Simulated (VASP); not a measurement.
# C in VASP: further runs

The runs below take C through relaxation of cell and atoms, with PBE+D3(BJ).

All numbers are computed with VASP 6.6.1; they aren't measurements. Logs are shortened: lines on timing, memory, paths and dates and some standing lists are left out, and cuts for length are marked.

## (1) The slab as given

The cell holds a slab with vacuum, 2 atoms: a = 2.467 Å, b = 2.467 Å, c = 18.000 Å, α = 90.00°, β = 90.00°, γ = 120.00°.

The slab is cut from a database's or a generator's crystal, which needn't be the stable form of the element.

## (2) Relaxation of cell and atoms, PBE+D3(BJ)

INCAR reads:

```
SYSTEM = C
  PREC = Accurate
  ENCUT = 600
  EDIFF = 1E-6
  ISMEAR = 0
  SIGMA = 0.03
  LREAL = .False.
  LASPH = .True.
  NELM = 80
  ALGO = Normal
  ISIF = 3
  LWAVE = .False.
  LCHARG = .False.
  GGA = PE
  IVDW = 12
  IBRION = 2
  NSW = 90
  EDIFFG = -0.01
  LATTICE_CONSTRAINTS = .TRUE. .TRUE. .FALSE.
  KPAR = 2
```

KPOINTS reads:

```
regular mesh
0
Gamma
  15 15 1
  0 0 0
```

POSCAR reads:

```
C
1.0
    2.4672912600      0.0000000000      0.0000000000
   -1.2336456300      2.1367369100      0.0000000000
    0.0000000000      0.0000000000     18.0000000000
C
2
Direct
    0.0000000000      0.0000000000      0.5000000000
    0.6666666700      0.3333333400      0.5000000000
```

Potentials or basis: VASP PAW PBE potentials, release 64 (C).

Command:

```sh
$ cat potpaw_PBE.64/C/POTCAR > POTCAR
$ mpirun -np 2 vasp_std > vasp.out
```

OUTCAR:

```text
SYSTEM = C
   PREC = Accurate
   ENCUT = 600
   EDIFF = 1E-6
   ISMEAR = 0
   LREAL = .False.
   LASPH = .True.
   NELM = 80
   ISIF = 3
   GGA = PE
   IVDW = 12
   IBRION = 2
   NSW = 90
   EDIFFG = -0.01
 IVDW          = 12

 ion  position               nearest neighbor table
   1  0.000  0.000  0.500-   2 1.42   2 1.42   2 1.42
   2  0.667  0.333  0.500-   1 1.42   1 1.42   1 1.42

  LATTYP: Found a hexagonal cell.
 ALAT       =     2.4672912600
 C/A-ratio  =     7.2954499908

  Lattice vectors:

 A1 = (   2.4672912600,   0.0000000000,   0.0000000000)
 A2 = (  -1.2336456300,   2.1367369100,   0.0000000000)
 A3 = (   0.0000000000,   0.0000000000,  18.0000000000)

Analysis of symmetry for initial positions (statically):
=====================================================================
 Subroutine PRICEL returns:
 Original cell was already a primitive cell.

 Routine SETGRP: Setting up the symmetry group for a
 hexagonal supercell.

 Subroutine GETGRP returns: Found 24 space group operations
 (whereof 12 operations were pure point group operations)
 out of a pool of 24 trial point group operations.

The static configuration has the point symmetry D_3h.
 The point group associated with its full space group is D_6h.

Analysis of symmetry for dynamics (positions and initial velocities):
=====================================================================
 Subroutine PRICEL returns:
 Original cell was already a primitive cell.

 Routine SETGRP: Setting up the symmetry group for a
 hexagonal supercell.

 Subroutine GETGRP returns: Found 24 space group operations
 (whereof 12 operations were pure point group operations)
 out of a pool of 24 trial point group operations.

The dynamic configuration has the point symmetry D_3h.
 The point group associated with its full space group is D_6h.

 Subroutine INISYM returns: Found 24 space group operations
 (whereof 12 operations are pure point group operations),
 and found     1 'primitive' translations

----------------------------------------------------------------------------------------

                                     Primitive cell

  volume of cell :      94.8951

  direct lattice vectors                    reciprocal lattice vectors
     2.467291260  0.000000000  0.000000000     0.405302777  0.234001668  0.000000000
    -1.233645630  2.136736910  0.000000000     0.000000000  0.468003335  0.000000000
     0.000000000  0.000000000 18.000000000     0.000000000  0.000000000  0.055555556

  length of vectors
     2.467291260  2.467291260 18.000000000     0.468003335  0.468003335  0.055555556

  position of ions in fractional coordinates (direct lattice)
     0.000000000  0.000000000  0.500000000
     0.666666670  0.333333340  0.500000000

  ion indices of the primitive-cell ions
   primitive index   ion index
                 1           1
                 2           2

----------------------------------------------------------------------------------------

 KPOINTS: regular mesh

Automatic generation of k-mesh.
 Grid dimensions read from file:
 generate k-points for:   15   15    1

 Generating k-lattice:

  Cartesian coordinates                     Fractional coordinates (reciprocal lattice)
     0.027020185  0.015600111  0.000000000     0.066666667  0.000000000  0.000000000
     0.000000000  0.031200222  0.000000000     0.000000000  0.066666667  0.000000000
     0.000000000  0.000000000  0.055555556     0.000000000  0.000000000  1.000000000

  Length of vectors
     0.031200222  0.031200222  0.055555556

  Shift w.r.t. Gamma in fractional coordinates (k-lattice)
     0.000000000  0.000000000  0.000000000

 Subroutine IBZKPT returns following result:
 ===========================================

 Found     27 irreducible k-points:

 Following reciprocal coordinates:
            Coordinates               Weight
  0.000000  0.000000  0.000000      1.000000
  0.066667  0.000000  0.000000      6.000000
  0.133333  0.000000  0.000000      6.000000
  0.200000  0.000000  0.000000      6.000000
  0.266667  0.000000  0.000000      6.000000
  0.333333  0.000000  0.000000      6.000000
[... 16 lines left out ...]
  0.333333  0.200000  0.000000     12.000000
  0.400000  0.200000  0.000000      6.000000
 [... further k-points ...]
   k-points           NKPTS =     27   k-points in BZ     NKDIM =     27   number of bands    NBANDS=      8
   number of dos      NEDOS =    301   number of ions     NIONS =      2
   total plane-waves  NPLWV =  57600
   dimension x,y,z NGX =    20 NGY =   20 NGZ =  144
   dimension x,y,z NGXF=    40 NGYF=   40 NGZF=  288
   ions per type =               2
   NGX,Y,Z   is equivalent  to a cutoff of  13.48, 13.48, 13.30 a.u.
   NGXF,Y,Z  is equivalent  to a cutoff of  26.95, 26.95, 26.60 a.u.
 SYSTEM =  C
   PREC   = accura    normal or accurate (medium, high low for compatibility)
   ISTART =      0    job   : 0-new  1-cont  2-samecut
   ICHARG =      2    charge: 1-file 2-atom 10-const
   ISPIN  =      1    spin polarized calculation?
   LNONCOLLINEAR =      F non collinear calculations
   LSORBIT =      F    spin-orbit coupling
   LASPH  =      T    aspherical Exc in radial PAW
   ENCUT  =  600.0 eV  44.10 Ry    6.64 a.u.   4.93  4.93 35.95*2*pi/ulx,y,z
   NELM   =     80;   NELMIN=  2; NELMDL= -5     # of ELM steps
   EDIFF  = 0.1E-05   stopping-criterion for ELM
   LREAL  =      F    real-space projection
   EDIFFG = -.1E-01   stopping-criterion for IOM
   NSW    =     90    number of steps for IOM
   IBRION =      2    ionic relax: 0-MD 1-quasi-New 2-CG
   NFREE  =      1    steps in history (QN), initial steepest desc. (CG)
   ISIF   =      3    stress and relaxation
   ISYM   =      2    0-nonsym 1-usesym 2-fastsym
   POTIM  = 0.5000    time-step for ionic-motion
   TEBEG  =    0.0;   TEEND  =   0.0 temperature during run
   PSTRESS=    0.0 pullay stress
   NELECT =       8.0000    total number of electrons
   NUPDOWN=      -1.0000    fix difference up-down
   EMIN   =  10.00;   EMAX   =-10.00  energy-range for DOS
   EFERMI =   0.00;   METHOD = LEGACY
   ISMEAR =     0;   SIGMA  =   0.03  broadening in eV -4-tet -1-fermi 0-gaus
   EFERMI_NEDOS =   21; number of points for ismear=-14 and -15
   IALGO  =     38    algorithm
   IMIX   =      4    mixing-type and parameters
     AMIX     =   0.40;   BMIX     =  1.00
     AMIX_MAG =   1.60;   BMIX_MAG =  1.00
  volume/ion in A,a.u.               =      47.45       320.19
  Fermi-wavevector in a.u.,A,eV,Ry     =   0.717833  1.356508  7.010870  0.515284
  Thomas-Fermi vector in A             =   1.806615
   LORBIT       =      0    0 simple, 1 ext, 2 COOP (PROOUT), +10 PAW based schemes
   GGA     = PE    functional components
   LHFCALC =     F    Hartree Fock is set to
   AEXX    =    0.0000 exact exchange contribution
   IVDW    =    12    specifies the selected vdW correction
   LEPSILON=     F    determine dielectric tensor
   LRPA    =     F    only Hartree local field effects (RPA)
 conjugate gradient relaxation of ions
 non-spin polarized calculation
 Gauss-broadening in eV      SIGMA  =   0.03
  energy-cutoff  :      600.00
  volume of cell :       94.90
 maximum number of plane-waves:      3225
 NGX is ok and might be reduce to    20
   NGX =  9   NGY =  9   NGZ = 71

--------------------------------------- Ionic step        1  -------------------------------------------

 number of electron       8.0000001 magnetization

 Free energy of the ion-electron system (eV)
  ---------------------------------------------------
  ext. energy  EPLUGINS =         0.00000000
  ---------------------------------------------------
  free energy    TOTEN  =       -18.45310494 eV

  energy without entropy =      -18.45280404  energy(sigma->0) =      -18.45295449

------------------------ aborting loop because EDIFF is reached ----------------------------------------

 Edisp (eV)   -0.17723

 E8    (eV) :    -0.0554

  FORCE on cell =-STRESS in cart. coord.  units (eV):
  Direction    XX          YY          ZZ          XY          YZ          ZX
  --------------------------------------------------------------------------------------
  -------------------------------------------------------------------------------------
  Total      -0.06754    -0.06754    -0.03831     0.00000     0.00000    -0.00000
  in kB      -1.14029    -1.14029    -0.64684     0.00000     0.00000    -0.00000
  external pressure =       -0.98 kB  Pullay stress =        0.00 kB
[... 61 lines left out ...]
  energy  without entropy=      -18.6298781746  energy(sigma->0) =      -18.63002863

--------------------------------------- Ionic step        3  -------------------------------------------

 number of electron       8.0000001 magnetization

 Free energy of the ion-electron system (eV)
  ---------------------------------------------------
  ext. energy  EPLUGINS =         0.00000000
  ---------------------------------------------------
  free energy    TOTEN  =       -18.45309501 eV

  energy without entropy =      -18.45279410  energy(sigma->0) =      -18.45294455

 E-fermi :  -2.5748     XC(G=0):  -2.4278

 val. band max:       -2.5748214595   @ k =   0.3333   0.3333   0.0000
 cond. band min:      -2.5748211211   @ k =   0.3333   0.3333   0.0000
 fundamental gap:      0.0000003384
 Fermi energy:        -2.5748212903

 k-point     1 :       0.0000    0.0000    0.0000
  band No.  band energies     occupation
      1     -22.0962      2.00000
      2     -10.1911      2.00000
      3      -5.6214      2.00000
      4      -5.6214      2.00000
      5       0.6891      0.00000
      6       1.5051      0.00000
      7       1.8438      0.00000
      8       3.0341      0.00000
[... 243 lines left out ...]
 k-point    24 :       0.4000    0.2000    0.0000
  band No.  band energies     occupation
      1     -16.2496      2.00000
      2     -15.2600      2.00000
      3     -11.4214      2.00000
      4      -4.0759      2.00000
      5      -1.2765      0.00000
      6       8.2290      0.00000
      7       8.7511      0.00000
      8       9.3302      0.00000

 [... further k-points ...]

------------------------ aborting loop because EDIFF is reached ----------------------------------------

 Edisp (eV)   -0.17727

 E8    (eV) :    -0.0554

  FORCE on cell =-STRESS in cart. coord.  units (eV):
  Direction    XX          YY          ZZ          XY          YZ          ZX
  --------------------------------------------------------------------------------------
  -------------------------------------------------------------------------------------
  Total       0.00006     0.00006    -0.04119     0.00000     0.00000     0.00000
  in kB       0.00104     0.00104    -0.69616     0.00000     0.00000     0.00000
  external pressure =       -0.23 kB  Pullay stress =        0.00 kB
[... 17 lines left out ...]
  FREE ENERGIE OF THE ION-ELECTRON SYSTEM (eV)
  ---------------------------------------------------
  free  energy   TOTEN  =       -18.6303649596 eV

  energy  without entropy=      -18.6300640585  energy(sigma->0) =      -18.63021451

 reached required accuracy - stopping structural energy minimisation
```

Wall time 18 s (2 MPI ranks of Intel Xeon Platinum 8488C (Sapphire Rapids), shared host); peak memory 0.21 GiB.

What came out:

- Free energy: -18.6304 eV
- Relaxed volume: 47.40 Å³/atom
- Relaxed cell: a = 2.466 Å, b = 2.466 Å, c = 18.000 Å, α = 90.00°, β = 90.00°, γ = 120.00°
- Space group after relaxing (to 0.05 Å): P6/mmm (No. 191)
- Energy gained by relaxing: 0.0 meV/atom
- Ionic steps: 3
- Band gap on the k mesh: none (metal or under the smearing width)
- Dispersion energy per atom: -0.089 eV

Final structure:
```
C
1.0
     2.46611    0.00000    0.00000
    -1.23305    2.13571    0.00000
     0.00000    0.00000   18.00000
C
2
Direct
  0.00000 0.00000 0.50000
  0.66667 0.33333 0.50000
```

## (3) Relaxation of cell and atoms, PBE+D3(BJ)

Edit INCAR of step 2 so:

```diff
@@ -3,3 +3,3 @@
   ENCUT = 600
-  EDIFF = 1E-6
+  EDIFF = 1E-7
   ISMEAR = 0
@@ -17,3 +17,3 @@
   NSW = 90
-  EDIFFG = -0.01
+  EDIFFG = -0.005
   LATTICE_CONSTRAINTS = .TRUE. .TRUE. .FALSE.
```

KPOINTS is that of step 2.

POSCAR reads:

```
C                                       
1.0
    2.4661062413     -0.0000000000      0.0000000000
   -1.2330531207      2.1357106537      0.0000000000
    0.0000000000      0.0000000000     18.0000000000
  C             
     2
Direct
     0.0000000000000000    0.0000000000000000    0.5000000000000000
     0.6666666699999979    0.3333333400000029    0.5000000000000000
```

Potentials or basis: VASP PAW PBE potentials, release 64 (C).

Command:

```sh
$ cat potpaw_PBE.64/C/POTCAR > POTCAR
$ mpirun -np 2 vasp_std > vasp.out
```

OUTCAR:

```text
SYSTEM = C
   PREC = Accurate
   ENCUT = 600
   EDIFF = 1E-7
   ISMEAR = 0
   LREAL = .False.
   LASPH = .True.
   NELM = 80
   ISIF = 3
   GGA = PE
   IVDW = 12
   IBRION = 2
   NSW = 90
   EDIFFG = -0.005
 IVDW          = 12

 ion  position               nearest neighbor table
   1  0.000  0.000  0.500-   2 1.42   2 1.42   2 1.42
   2  0.667  0.333  0.500-   1 1.42   1 1.42   1 1.42

  LATTYP: Found a hexagonal cell.
 ALAT       =     2.4661062413
 C/A-ratio  =     7.2989556162

  Lattice vectors:

 A1 = (   2.4661062413,   0.0000000000,   0.0000000000)
 A2 = (  -1.2330531207,   2.1357106537,   0.0000000000)
 A3 = (   0.0000000000,   0.0000000000,  18.0000000000)

Analysis of symmetry for initial positions (statically):
=====================================================================
 Subroutine PRICEL returns:
 Original cell was already a primitive cell.

 Routine SETGRP: Setting up the symmetry group for a
 hexagonal supercell.

 Subroutine GETGRP returns: Found 24 space group operations
 (whereof 12 operations were pure point group operations)
 out of a pool of 24 trial point group operations.

The static configuration has the point symmetry D_3h.
 The point group associated with its full space group is D_6h.

Analysis of symmetry for dynamics (positions and initial velocities):
=====================================================================
 Subroutine PRICEL returns:
 Original cell was already a primitive cell.

 Routine SETGRP: Setting up the symmetry group for a
 hexagonal supercell.

 Subroutine GETGRP returns: Found 24 space group operations
 (whereof 12 operations were pure point group operations)
 out of a pool of 24 trial point group operations.

The dynamic configuration has the point symmetry D_3h.
 The point group associated with its full space group is D_6h.

 Subroutine INISYM returns: Found 24 space group operations
 (whereof 12 operations are pure point group operations),
 and found     1 'primitive' translations

[... 122 lines left out ...]
   IVDW    =    12    specifies the selected vdW correction
   LEPSILON=     F    determine dielectric tensor
   LRPA    =     F    only Hartree local field effects (RPA)
 conjugate gradient relaxation of ions
 non-spin polarized calculation
 Gauss-broadening in eV      SIGMA  =   0.03
  energy-cutoff  :      600.00
  volume of cell :       94.80
 maximum number of plane-waves:      3225
 NGX is ok and might be reduce to    20
   NGX =  9   NGY =  9   NGZ = 71

 number of electron       8.0000001 magnetization

 Free energy of the ion-electron system (eV)
  ---------------------------------------------------
  ext. energy  EPLUGINS =         0.00000000
  ---------------------------------------------------
  free energy    TOTEN  =       -18.45303643 eV

  energy without entropy =      -18.45273552  energy(sigma->0) =      -18.45288597

 E-fermi :  -2.5772     XC(G=0):  -2.3940

 val. band max:       -2.5772029860   @ k =   0.3333   0.3333   0.0000
 cond. band min:      -2.5772026596   @ k =   0.3333   0.3333   0.0000
 fundamental gap:      0.0000003264
 Fermi energy:        -2.5772028229

 k-point     1 :       0.0000    0.0000    0.0000
  band No.  band energies     occupation
      1     -22.0987      2.00000
      2     -10.1934      2.00000
      3      -5.6239      2.00000
      4      -5.6239      2.00000
      5       0.6843      0.00000
      6       1.5065      0.00000
      7       1.9243      0.00000
      8       3.1131      0.00000
[... 243 lines left out ...]
 k-point    24 :       0.4000    0.2000    0.0000
  band No.  band energies     occupation
      1     -16.2521      2.00000
      2     -15.2624      2.00000
      3     -11.4239      2.00000
      4      -4.0783      2.00000
      5      -1.2789      0.00000
      6       8.2266      0.00000
      7       8.7479      0.00000
      8       9.3253      0.00000

 [... further k-points ...]

------------------------ aborting loop because EDIFF is reached ----------------------------------------

 Edisp (eV)   -0.17727

 E8    (eV) :    -0.0554

  FORCE on cell =-STRESS in cart. coord.  units (eV):
  Direction    XX          YY          ZZ          XY          YZ          ZX
  --------------------------------------------------------------------------------------
  -------------------------------------------------------------------------------------
  Total       0.00010     0.00010    -0.03834    -0.00000    -0.00000    -0.00000
  in kB       0.00176     0.00176    -0.64801    -0.00000    -0.00000    -0.00000
  external pressure =       -0.21 kB  Pullay stress =        0.00 kB

 VOLUME and BASIS-vectors are now :
 -----------------------------------------------------------------------------
  energy-cutoff  :      600.00
  volume of cell :       94.80
      direct lattice vectors                 reciprocal lattice vectors
     2.466106241  0.000000000  0.000000000     0.405497534  0.234114111  0.000000000
    -1.233053121  2.135710654  0.000000000     0.000000000  0.468228221  0.000000000
     0.000000000  0.000000000 18.000000000     0.000000000  0.000000000  0.055555556

 POSITION                                       TOTAL-FORCE (eV/Angst)
 -----------------------------------------------------------------------------------
      0.00000      0.00000      9.00000        -0.000000     -0.000000      0.000000
      1.23305      0.71190      9.00000         0.000000      0.000000      0.000000
 -----------------------------------------------------------------------------------
    total drift:                               -0.000001     -0.000002      0.000000

  FREE ENERGIE OF THE ION-ELECTRON SYSTEM (eV)
  ---------------------------------------------------
  free  energy   TOTEN  =       -18.6303063797 eV

  energy  without entropy=      -18.6300054786  energy(sigma->0) =      -18.63015593

 reached required accuracy - stopping structural energy minimisation
```

CONTCAR:

```text
C
   1.00000000000000
     2.4661062412999999    0.0000000000000000    0.0000000000000000
    -1.2330531206999999    2.1357106536999999    0.0000000000000000
     0.0000000000000000    0.0000000000000000   18.0000000000000000
  C
     2
Direct
     0.0000000000000000    0.0000000000000000    0.5000000000000000
     0.6666666699999979    0.3333333400000029    0.5000000000000000

  0.00000000E+00  0.00000000E+00  0.00000000E+00
  0.00000000E+00  0.00000000E+00  0.00000000E+00
```

It took 13 s on 2 MPI ranks of Intel Xeon Platinum 8488C (Sapphire Rapids), shared host; peak memory 0.21 GiB.

Results:

```
Free energy                : -18.6303 eV
Band gap on the k mesh     : none (metal or under the smearing width)
Dispersion energy per atom : -0.089 eV
```

Final structure:
```
C
1.0
     2.46611    0.00000    0.00000
    -1.23305    2.13571    0.00000
     0.00000    0.00000   18.00000
C
2
Direct
  0.00000 0.00000 0.50000
  0.66667 0.33333 0.50000
```

Levels at points of the mesh, in eV from the Fermi level:
```tsv
k point	band 2	band 3	band 4	band 5	band 6	band 7
(0.00, 0.00, 0.00)	-7.62	-3.05	-3.05	3.26	4.08	4.50
```

Caveat: the relaxation stopped at its first step, so nothing moved.
